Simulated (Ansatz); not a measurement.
## SnSe (Cmcm), axial (c/a) deformation path

The calculation used DFT PBE+D3(BJ), scalar-relativistic, plane waves, PAW (Ansatz). Cutoff 420 eV, Γ-centred 8×8×8 k-points, Gaussian smearing of 0.05 eV. No spin polarisation. Energies are free energies at this smearing, counted from the undisturbed cell; pressure is positive in compression.

Zero of the scan (as given, not relaxed at this level; it stands at -2.6 GPa; this form isn't the usual structure):

```
Sn Se
1.0
     2.15500   -5.85250    0.00000
     2.15500    5.85250    0.00000
     0.00000    0.00000    4.31800
Sn Se
2 2
Direct
  0.88000 0.12000 0.25000
  0.12000 0.88000 0.75000
  0.64400 0.35600 0.25000
  0.35600 0.64400 0.75000
```

At fixed volume and fractional coordinates, lengths along (0.000, 0.000, 1.000) are scaled against those across it; ρ is that ratio over its starting value.

```tsv
ρ	ΔE (meV/atom)
0.850	62.9
0.920	16.0
1.000	0.0
1.100	31.6
1.200	103.7
```

Task: Predict the pressure (GPa) at each point.

Result:
```
    ρ  pressure (GPa)
0.850            -3.0
0.920            -2.8
1.000            -2.6
1.100            -2.1
1.200            -0.8
```